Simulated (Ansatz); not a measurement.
# Kick test of a cell of Sb

The cell was found from a structure generator's guess, not taken from experiment.

The calculation used Ansatz 0.2.0, DFT PBE, scalar-relativistic, plane waves, PAW. Settings: cutoff 420 eV, Γ-centred mesh 12×6×6 on the computed 5-atom cell, Gaussian smearing of 0.10 eV; no spin polarisation.

The cell below (5 atoms, space group Pmmm (No. 47)) is relaxed within its symmetry.

```yaml
crystal:
  lattice:
    - [3.08415, 0.00000, 0.00000]
    - [0.00000, 6.26103, 0.00000]
    - [0.00000, 0.00000, 8.55491]
  atoms:
    - { symbol: Sb, position: [0.50000, 0.75136, 0.31831] }
    - { symbol: Sb, position: [0.50000, 0.24864, 0.31831] }
    - { symbol: Sb, position: [0.50000, 0.75136, 0.68169] }
    - { symbol: Sb, position: [0.50000, 0.24864, 0.68169] }
    - { symbol: Sb, position: [0.50000, 0.50000, 0.00000] }
```

For the test a repeat of it with 10 atoms (edges 3.08, 6.26, 17.11 Å) was strained at random (σ = 1.5 % a component), the atoms were moved at random (σ = 0.15 Å), and all was relaxed again on a coarse 8×4×2 mesh (in the run’s order of axes) with 0.20 eV smearing, with no symmetry imposed.

Spin–orbit coupling, which can matter for Sb, is left out.

Q: Is the structure stable against such a distortion?

A: It returns, within 2 meV/atom of the unmoved cell on that mesh and with the same symmetry when read at 0.1 Å (P1 at 0.01 Å, so small strains and shifts remain). No instability shows in this cell; modes of other wave vectors, which need another repeat, aren't tested.
